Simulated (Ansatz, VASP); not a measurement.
## Na in VASP and in Ansatz

```
Na
1.0
     6.01604    0.00000    0.00000
    -3.00802    5.21005    0.00000
     0.00000    0.00000    3.57049
Na
3
Cartesian
  0.0000 0.0000 0.0000
  0.0000 3.4734 1.7852
  3.0080 1.7367 1.7852
```

This isn't the form of Na at room conditions, which is bcc.

Alike in both runs: task single point; functional PBE; k mesh 6 × 6 × 8; occupations fermi-dirac, width 0.08 eV; no spin polarisation.

|  | VASP | Ansatz |
| --- | --- | --- |
| version | VASP 6.6.1 | Ansatz 0.2.0 |
| potentials or method | VASP PAW PBE potentials, release 64 (Na_pv), cutoff 520 eV | all-electron LAPW, scalar-relativistic |

|  | VASP | Ansatz | Ansatz less VASP |
| --- | --- | --- | --- |
| pressure (GPa) | 0.0 | 0.0 | +0.01 |

Ansatz ran all-electron here, so the differences hold the error of VASP's frozen core and of both bases.
